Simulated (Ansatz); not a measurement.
## I under changes of volume

One of the cells (42.631 Å³/atom); the others are scaled copies at fixed shape and fractional positions:

```
CELL_PARAMETERS angstrom
3.63503 -2.39502 0.00000
3.63503 2.39502 0.00000
0.00000 0.00000 9.79344
ATOMIC_POSITIONS crystal
I 0.64930 0.35070 0.38440
I 0.14930 0.85070 0.11560
I 0.35070 0.64930 0.61560
I 0.85070 0.14930 0.88440
```

```yaml
Program: Ansatz 0.2.0
Functional: PBEsol
Potentials_or_basis: Ansatz PAW
Cutoff: "420 eV (not typed: the program's choice for these potentials)"
k_mesh: 7 × 7 × 3
Occupations: fermi-dirac, width 0.05 eV
Spin: no spin polarisation
```

```csv
volume (Å³/atom),energy over the lowest point (meV/atom),pressure (GPa),gap on the mesh (eV),largest force (eV/Å)
40.073,?,?,?,?
40.926,6.50,1.2,1.36,1.146
41.778,1.76,0.6,1.32,0.947
42.631,0.00,0.1,1.28,0.763
43.483,0.88,-0.4,1.24,0.594
44.336,4.10,-0.8,1.20,0.440
45.189,9.40,-1.2,1.16,0.303
```

**Question.** What does the run at 40.073 Å³/atom give?

**Answer.** Energy over the lowest point 14.62 meV/atom; pressure 1.9 GPa; gap on the mesh 1.40 eV; largest force 1.362 eV/Å.

Worked out: A Birch-Murnaghan fit of order 3 (a polynomial in V^(-2/3)) to the other rows has its minimum at 42.76 Å³/atom with B0 = V·E''(V) = 24 GPa and B' = 5.1 at fixed shape and positions, which overstates the stiffness. It gives 14.61 meV/atom at 40.073 Å³/atom, against the run's 14.62, and -dE/dV = 1.9 GPa, against 1.9. A straight line through the other rows of the gap, of slope -2.02 eV per unit of ln V, extrapolates to 1.40 eV, against the run's 1.40.

Energies are extrapolated to zero smearing.

Caveats: odd divisions of the mesh miss points on the zone boundary, where band edges often lie, so the gap on the mesh can be too wide; spin-orbit coupling is left out, which moves the levels of the heavy elements; the PAW data sets come from PBE, with cores solved anew for the run's functional, which leaves a small shift of forces and pressure; forces of over 1 eV/Å show positions far from the minimum, so gaps and moduli don't describe the material at rest (some runs).

A mesh can miss the band edges.
